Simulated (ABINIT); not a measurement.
# Ta (Im-3m) in ABINIT: notebook, part 2 of 2

ABINIT 10.8.3 (patched build).

### Step 3. Optical spectrum, LDA

File run.abi:

```
# Datasets
ndtset 3

# Pseudopotentials
pp_dirpath "./"
pseudos "Ta.upf"

# Structure
acell 2.8601008575 2.8601008575 2.8601008575 Angstrom
rprim
    -0.5773502692     0.5773502692     0.5773502692
     0.5773502692    -0.5773502692     0.5773502692
     0.5773502692     0.5773502692    -0.5773502692
ntypat 1
znucl 73
natom 1
typat 1
xred
            0.0            0.0            0.0

# Plane-wave basis
ecut 26.0

# k points
ngkpt 14 14 14
nshiftk 2
shiftk
     0.2500000000     0.2500000000     0.2500000000
    -0.2500000000    -0.2500000000    -0.2500000000
istwfk *1

# Exchange and correlation
ixc 7

# Bands and occupations
occopt 6
tsmear 0.00734986

# SCF cycle
nstep 80

# Output
iomode 3
prteig 0
prtebands 0

# Dataset 1: ground state
nband1 11
tolvrs1 1.0e-12
prtden1 1
prtwf1 0
kptopt1 1

# Dataset 2: empty bands at fixed density
iscf2 -3
getden2 1
nband2 22
nbdbuf2 4
tolwfr2 1.0e-12
nstep2 120
prtden2 0
kptopt2 1

# Dataset 3: wave functions and velocity matrix elements in the full zone
optdriver3 8
wfk_task3 "wfk_optics_fullbz"
getwfk3 2
nband3 18
kptopt3 1
prtevk3 1
inclvkb3 2
```

File optic.abi:

```
&FILES
 ddkfile_1 = 'runo_DS3_1_EVK.nc',
 ddkfile_2 = 'runo_DS3_2_EVK.nc',
 ddkfile_3 = 'runo_DS3_3_EVK.nc',
 wfkfile = 'runo_DS3_WFK.nc'
/
&PARAMETERS
 broadening = 0.001837,
 domega = 0.002,
 maxomega = 0.8,
 scissor = 0.000000,
 tolerance = 0.002
/
&COMPUTATIONS
 num_lin_comp = 1,
 lin_comp = 11,
 num_nonlin_comp = 0
/
```

Potentials or basis: PseudoDojo NC SR LDA v0.4.1 standard.

Run with:

```console
$ abinit run.abi > log 2>&1
$ optic optic.abi > optic.log 2>&1
```

run.abo:

```text
.Version 10.8.3 of ABINIT
 DATASET    1 : space group Im -3 m (#229); Bravais cI (body-center cubic)
================================================================================
 Values of the parameters that define the memory need for DATASET  1.
     intxc =       0    ionmov =       0      iscf =       7    lmnmax =       8
     lnmax =       8     mgfft =      27  mpssoang =       4    mqgrid =    3001
     natom =       1  nloc_mem =       1    nspden =       1   nspinor =       1
    nsppol =       1      nsym =      48    n1xccc =    2501    ntypat =       1
    occopt =       6   xclevel =       1
       mpw =         784          nfft =       19683          nkpt =         168
================================================================================
================================================================================
[... 13 lines left out ...]
 DATASET    3 : space group Im -3 m (#229); Bravais cI (body-center cubic)
================================================================================
 Values of the parameters that define the memory need for DATASET  3.
     intxc =       0    ionmov =       0      iscf =       7    lmnmax =       8
     lnmax =       8     mgfft =      27  mpssoang =       4    mqgrid =    3001
     natom =       1  nloc_mem =       1    nspden =       1   nspinor =       1
    nsppol =       1      nsym =      48    n1xccc =    2501    ntypat =       1
    occopt =       6   xclevel =       1
       mpw =         784          nfft =       19683          nkpt =         168
================================================================================
================================================================================

--------------------------------------------------------------------------------
------------- Echo of variables that govern the present computation ------------
--------------------------------------------------------------------------------
 -outvars: echo values of preprocessed input variables --------
            acell      5.4048073131E+00  5.4048073131E+00  5.4048073131E+00 Bohr
              amu      1.80947900E+02
             ecut      2.60000000E+01 Hartree
           getden1          0
           getden2          1
           getden3          0
           getwfk1          0
           getwfk2          0
           getwfk3          2
             iscf1          7
             iscf2         -3
             iscf3          7
              ixc           7
           jdtset        1    2    3
                       outvar_i_n : Printing only first  50 k-points.
         kptrlatt       14    0   14      0   14   14    -14  -14    0
          kptrlen      8.73730748E+01
            natom           1
            nband1         11
            nband2         22
            nband3         18
           nbdbuf1          0
           nbdbuf2          4
           nbdbuf3          0
           ndtset           3
            ngfft          27      27      27
             nkpt         168
            nstep1         80
            nstep2        120
            nstep3         80
             nsym          48
           ntypat           1
                       prtocc : prtvol=0, do not print more k-points.
                       prtocc : prtvol=0, do not print more k-points.
                       prtocc : prtvol=0, do not print more k-points.
           occopt           6
        optdriver1          0
        optdriver2          0
        optdriver3          8
           prtden1          1
           prtden2          0
           prtden3          1
        prtebands           0
           prteig           0
           prtevk1          0
           prtevk2          0
           prtevk3          1
            prtwf1          0
            prtwf2          1
            prtwf3          1
            rprim     -5.7735026920E-01  5.7735026920E-01  5.7735026920E-01
                       5.7735026920E-01 -5.7735026920E-01  5.7735026920E-01
[... 220 lines left out ...]
iteration_state: {dtset: 2, }
comment   : Summary of ground state results
lattice_vectors:
- [ -3.1204670,   3.1204670,   3.1204670, ]
- [  3.1204670,  -3.1204670,   3.1204670, ]
- [  3.1204670,   3.1204670,  -3.1204670, ]
lattice_lengths: [   5.40481,    5.40481,    5.40481, ]
lattice_angles: [109.471, 109.471, 109.471, ] # degrees, (23, 13, 12)
lattice_volume:   1.2153987E+02
convergence: {deltae:  0.000E+00, res2:  0.000E+00, residm:  9.969E-13, diffor:  0.000E+00, }
etotal    :  -6.51628094E+01
entropy   :   0.00000000E+00
fermie    :   4.86446148E-01
cartesian_stress_tensor: null
pressure_GPa: null
xred      :
- [  0.0000E+00,   0.0000E+00,   0.0000E+00, Ta]
cartesian_forces: null
force_length_stats: {min: null, max: null, mean: null, }
...

 Integrated electronic density in atomic spheres:
 ------------------------------------------------
 Atom  Sphere_radius  Integrated_density
    1        2.00000          9.31744605
================================================================================

 ----iterations are completed or convergence reached----

 Mean square residual over all n,k,spin=   39.713E-14; max=  99.694E-14
 reduced coordinates (array xred) for    1 atoms
       0.000000000000      0.000000000000      0.000000000000

 cartesian coordinates (angstrom) at end:
    1      0.00000000000000     0.00000000000000     0.00000000000000
 length scales=  5.404807313149  5.404807313149  5.404807313149 bohr
              =  2.860100857500  2.860100857500  2.860100857500 angstroms
 Eigenvalues (hartree) for nkpt= 168  k points:
 kpt#   1, nband= 22, wtk=  0.00146, kpt= -0.0179 -0.0179  0.0536 (reduced coord)
  -1.98007   -0.72813   -0.72725   -0.72725    0.20028    0.51015    0.51015    0.51534
   0.62975    0.62975    1.02834    1.03391    1.03391    1.41644    1.41644    1.49933
   1.54871    1.54871    1.80904    1.83754    1.84537    1.84537
      occupation numbers for kpt#   1
   2.00000    2.00000    2.00000    2.00000    2.00000   -0.00005   -0.00005   -0.00000
   0.00000    0.00000    0.00000    0.00000    0.00000    0.00000    0.00000    0.00000
   0.00000    0.00000    0.00000    0.00000    0.00000    0.00000
 prteigrs : prtvol=0 or 1, do not print more k-points.

--- !EnergyTerms
iteration_state     : {dtset: 2, }
comment             : Components of total free energy in Hartree
kinetic             :  1.71615159460088E+01
hartree             :  7.34695330170930E+00
xc                  : -1.46932913741855E+01
Ewald energy        : -4.92739116772244E+01
psp_core            :  2.31600720912367E+00
local_psp           : -3.24934859949093E+01
non_local_psp       :  4.47332043416338E+00
internal            : -6.51628921553140E+01
'-kT*entropy'       :  8.28671346645455E-05
total_energy        : -6.51628092881793E+01
...

--- !EnergyTermsDC
iteration_state     : {dtset: 2, }
comment             : '"Double-counting" decomposition of free energy'
band_energy         : -6.38058520212288E+00
Ewald energy        : -4.92739116772244E+01
psp_core            :  2.31600720912367E+00
xc_dc               : -1.18244025979762E+01
internal            : -6.51628922681998E+01
'-kT*entropy'       :  8.28671346645455E-05
total_energy_dc     : -6.51628094010651E+01
...

================================================================================
== DATASET  3 ==================================================================

--- !DatasetInfo
iteration_state: {dtset: 3, }
dimensions: {natom: 1, nkpt: 168, mband: 18, nsppol: 1, nspinor: 1, nspden: 1, mpw: 784, }
cutoff_energies: {ecut:  26.0, pawecutdg:  -1.0, }
electrons: {nelect:   1.30000000E+01, charge:   0.00000000E+00, occopt:   6.00000000E+00, tsmear:   7.34986000E-03, }
meta: {optdriver: 8, wfk_task: 7, }
...

 mkfilename : getwfk/=0, take file _WFK from output of DATASET   2.

 Exchange-correlation functional for the present dataset will be:
  LDA: Perdew-Wang 92 LSD fit to Ceperley-Alder data - ixc=7
  J.P.Perdew and Y.Wang, PRB 45, 13244 (1992)

--------------------------------------------------------------------------------

 Computation of velocity matrix elements (DDK)

 Parameters extracted from the Abinit header:
    ecut:     26.0
    nkpt:    5488
    mband:   22
    nsppol:  1
    nspinor: 1
    useylm:  0
    inclvkb: 2
    bmin: 1, bmax: 22
    Computing diagonal and off-diagonal matrix elements
    Between band index bmin: 1, bmax: 22

== END DATASET(S) ==============================================================
================================================================================

 -outvars: echo values of variables after computation  --------
            acell      5.4048073131E+00  5.4048073131E+00  5.4048073131E+00 Bohr
           etotal1    -6.5162809401E+01
           etotal2    -6.5162809401E+01
           etotal3     0.0000000000E+00
            fcart1    -0.0000000000E+00 -0.0000000000E+00 -0.0000000000E+00
            fcart3     0.0000000000E+00  0.0000000000E+00  0.0000000000E+00
            rprim     -5.7735026920E-01  5.7735026920E-01  5.7735026920E-01
                       5.7735026920E-01 -5.7735026920E-01  5.7735026920E-01
                       5.7735026920E-01  5.7735026920E-01 -5.7735026920E-01
           strten1     3.5904594361E-04  3.5904594361E-04  3.5904594361E-04
                       0.0000000000E+00  0.0000000000E+00  0.0000000000E+00
           strten3     0.0000000000E+00  0.0000000000E+00  0.0000000000E+00
                       0.0000000000E+00  0.0000000000E+00  0.0000000000E+00
 Calculation completed.
```

Wall time 8 min (1 thread of AMD EPYC (Zen 3), shared host); peak memory 1.8 GiB.

Results:

```
Free energy : -1773.1704 eV
Pressure    : -10.6 GPa
```

Dielectric function (mean over the directions given):
```
energy (eV)  real part  imaginary part
       0.33      18.20            3.84
       1.31      14.24           10.55
       2.29      16.05           11.21
       3.37       6.81           20.31
       4.35       8.12           14.33
       5.44     -11.30           17.45
       6.42      -6.51            5.57
       7.51      -2.24            2.50
       8.49      -0.58            4.36
       9.58      -1.59            2.99
      10.56      -1.44            3.27
      11.65      -0.78            2.78
      12.63      -0.84            1.44
      13.71      -0.02            2.06
      14.69      -0.40            2.07
      15.78      -1.37            1.94
      16.76      -0.56            0.94
      17.85      -0.78            0.60
      18.83      -0.09            0.33
      19.92       0.12            0.43
```

Caveat: the intraband (Drude) term is left out; spectra need much finer meshes, so this one isn't converged; independent-particle spectra lack excitons. Spin-orbit coupling is left out, which matters for the levels of Ta.
